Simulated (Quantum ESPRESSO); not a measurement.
# TiSi2 (Cmcm) in Quantum ESPRESSO: notebook, part 2 of 2

Quantum ESPRESSO 7.5. Earlier steps stand in the parts before.

## Step 10: Band structure, LDA

pw.in reads:

```
&CONTROL
  calculation = 'scf'
  prefix = 'pwscf'
  outdir = './tmp'
  pseudo_dir = './pseudo'
  tprnfor = .true.
  tstress = .true.
  disk_io = 'low'
/
&SYSTEM
  ibrav = 0
  celldm(1) = 8
  nat = 6
  ntyp = 2
  ecutwfc = 45
  ecutrho = 360
  nbnd = 28
  occupations = 'smearing'
  smearing = 'fd'
  degauss = 0.00367493
/
&ELECTRONS
  conv_thr = 1.2d-09
  electron_maxstep = 120
  mixing_beta = 0.5
/
ATOMIC_SPECIES
Ti    47.8670 ti_lda_v1.4.uspp.F.UPF
Si    28.0850 si_lda_v1.uspp.F.UPF
CELL_PARAMETERS alat
  0.4169456348063  -1.5966488625488   0.0000000000000
  0.4169456348063   1.5966488625488   0.0000000000000
  0.0000000000000   0.0000000000000   0.8421502987431
ATOMIC_POSITIONS crystal
Ti     0.1031180800    0.8968819200    0.2500000000
Ti     0.8968819200    0.1031180800    0.7500000000
Si     0.7503148200    0.2496851800    0.2500000000
Si     0.2496851800    0.7503148200    0.7500000000
Si     0.4417485500    0.5582514500    0.2500000000
Si     0.5582514500    0.4417485500    0.7500000000
K_POINTS automatic
8 8 8 0 0 0
```

bands.in reads:

```
&CONTROL
  calculation = 'bands'
  prefix = 'pwscf'
  outdir = './tmp'
  pseudo_dir = './pseudo'
  disk_io = 'low'
  verbosity = 'high'
/
&SYSTEM
  ibrav = 0
  celldm(1) = 8
  nat = 6
  ntyp = 2
  ecutwfc = 45
  ecutrho = 360
  nbnd = 28
  occupations = 'smearing'
  smearing = 'fd'
  degauss = 0.00367493
/
&ELECTRONS
  conv_thr = 1d-08
  electron_maxstep = 120
  mixing_beta = 0.5
  diago_full_acc = .true.
  startingwfc = 'random'
/
ATOMIC_SPECIES
Ti    47.8670 ti_lda_v1.4.uspp.F.UPF
Si    28.0850 si_lda_v1.uspp.F.UPF
CELL_PARAMETERS alat
  0.4169456348063  -1.5966488625488   0.0000000000000
  0.4169456348063   1.5966488625488   0.0000000000000
  0.0000000000000   0.0000000000000   0.8421502987431
ATOMIC_POSITIONS crystal
Ti     0.1031180800    0.8968819200    0.2500000000
Ti     0.8968819200    0.1031180800    0.7500000000
Si     0.7503148200    0.2496851800    0.2500000000
Si     0.2496851800    0.7503148200    0.7500000000
Si     0.4417485500    0.5582514500    0.2500000000
Si     0.5582514500    0.4417485500    0.7500000000
K_POINTS crystal
60
 0.0000000000  0.0000000000  0.0000000000 1
 0.0445080432  0.0445080432  0.0000000000 1
 0.0890160864  0.0890160864  0.0000000000 1
 0.1335241296  0.1335241296  0.0000000000 1
 0.1780321728  0.1780321728  0.0000000000 1
 0.2225402160  0.2225402160  0.0000000000 1
 0.2670482592  0.2670482592  0.0000000000 1
 0.0000000000  0.5000000000  0.0000000000 1
 0.0000000000  0.5000000000  0.1000000000 1
 0.0000000000  0.5000000000  0.2000000000 1
 0.0000000000  0.5000000000  0.3000000000 1
 0.0000000000  0.5000000000  0.4000000000 1
 0.0000000000  0.5000000000  0.5000000000 1
 0.2670482592  0.2670482592  0.5000000000 1
 0.2225402160  0.2225402160  0.5000000000 1
 0.1780321728  0.1780321728  0.5000000000 1
 0.1335241296  0.1335241296  0.5000000000 1
 0.0890160864  0.0890160864  0.5000000000 1
 0.0445080432  0.0445080432  0.5000000000 1
 0.0000000000  0.0000000000  0.5000000000 1
 0.0000000000  0.0000000000  0.4166666667 1
 0.0000000000  0.0000000000  0.3333333333 1
 0.0000000000  0.0000000000  0.2500000000 1
 0.0000000000  0.0000000000  0.1666666667 1
 0.0000000000  0.0000000000  0.0833333333 1
 0.0000000000  0.0000000000  0.0000000000 1
-0.1666666667  0.1666666667  0.0000000000 1
-0.3333333333  0.3333333333  0.0000000000 1
-0.5000000000  0.5000000000  0.0000000000 1
-0.4611747099  0.5388252901  0.0000000000 1
-0.4223494197  0.5776505803  0.0000000000 1
-0.3835241296  0.6164758704  0.0000000000 1
-0.3446988395  0.6553011605  0.0000000000 1
-0.3058735493  0.6941264507  0.0000000000 1
-0.2670482592  0.7329517408  0.0000000000 1
-0.2670482592  0.7329517408  0.0833333333 1
-0.2670482592  0.7329517408  0.1666666667 1
-0.2670482592  0.7329517408  0.2500000000 1
-0.2670482592  0.7329517408  0.3333333333 1
-0.2670482592  0.7329517408  0.4166666667 1
-0.2670482592  0.7329517408  0.5000000000 1
-0.3003270793  0.6996729207  0.5000000000 1
-0.3336058994  0.6663941006  0.5000000000 1
-0.3668847195  0.6331152805  0.5000000000 1
-0.4001635397  0.5998364603  0.5000000000 1
-0.4334423598  0.5665576402  0.5000000000 1
-0.4667211799  0.5332788201  0.5000000000 1
-0.5000000000  0.5000000000  0.5000000000 1
-0.5000000000  0.5000000000  0.4375000000 1
-0.5000000000  0.5000000000  0.3750000000 1
-0.5000000000  0.5000000000  0.3125000000 1
-0.5000000000  0.5000000000  0.2500000000 1
-0.5000000000  0.5000000000  0.1875000000 1
-0.5000000000  0.5000000000  0.1250000000 1
-0.5000000000  0.5000000000  0.0625000000 1
-0.5000000000  0.5000000000  0.0000000000 1
 0.0000000000  0.0000000000  0.5000000000 1
-0.1666666667  0.1666666667  0.5000000000 1
-0.3333333333  0.3333333333  0.5000000000 1
-0.5000000000  0.5000000000  0.5000000000 1
```

Command:

```sh
> OMP_NUM_THREADS=1 mpirun -n 2 pw.x -nk 2 -in pw.in > pw.out
> OMP_NUM_THREADS=1 mpirun -n 2 pw.x -nk 2 -in bands.in > bands.out
```

Wall time 5 min (2 MPI ranks of Intel Xeon Platinum 8375C at 2.90GHz (Ice Lake), shared host); peak memory 0.52 GiB.

The run converged. Its results:

- Free energy: -3772.8053 eV
- Pressure: -5.3 GPa
- Largest force: 0.109 eV/Å
- Band gap on the k mesh: none (metal or under the smearing width)

Forces in eV/Å, atoms in the order of the input:
```
Ti   0.000 -0.046  0.000
Ti   0.000  0.046  0.000
Si   0.000 -0.007  0.000
Si   0.000  0.007  0.000
Si   0.000  0.109  0.000
Si   0.000 -0.109  0.000
```

Stress tensor (GPa, compression positive):
```
-5.61  0.00  0.00
 0.00 -5.17  0.00
 0.00  0.00 -5.25
```

Levels at the corners of the path, in eV from the Fermi level:
```tsv
point	band 16	band 17	band 18	band 19	band 20	band 21	band 22	band 23	band 24	band 25
Γ	-2.53	-2.16	-2.07	-2.06	0.46	0.68	0.82	0.88	1.39	1.43
X	-3.20	-1.72	-1.13	-0.79	-0.73	-0.23	1.14	1.42	1.51	1.75
S	-2.46	-1.66	-1.45	-0.68	-0.56	-0.55	1.16	1.46	1.61	1.78
R	-4.00	-3.18	-3.18	-2.42	-2.42	1.72	1.72	1.82	1.82	2.54
A	-3.84	-3.32	-3.32	-2.34	-2.34	1.76	1.76	1.83	1.83	2.31
Z	-2.28	-1.64	-1.64	-0.04	-0.04	0.83	0.83	1.49	1.49	1.60
Γ	-2.53	-2.16	-2.07	-2.06	0.46	0.68	0.82	0.88	1.39	1.43
Y	-2.59	-2.53	-1.91	-1.19	0.39	0.64	0.75	0.91	1.09	2.08
X1	-3.20	-1.72	-1.13	-0.79	-0.73	-0.23	1.14	1.42	1.51	1.75
A1	-3.84	-3.32	-3.32	-2.34	-2.34	1.76	1.76	1.83	1.83	2.31
T	-3.31	-2.03	-2.03	-0.87	-0.87	0.45	0.45	1.62	1.62	2.41
Y	-2.59	-2.53	-1.91	-1.19	0.39	0.64	0.75	0.91	1.09	2.08
Z	-2.28	-1.64	-1.64	-0.04	-0.04	0.83	0.83	1.49	1.49	1.60
T	-3.31	-2.03	-2.03	-0.87	-0.87	0.45	0.45	1.62	1.62	2.41
```
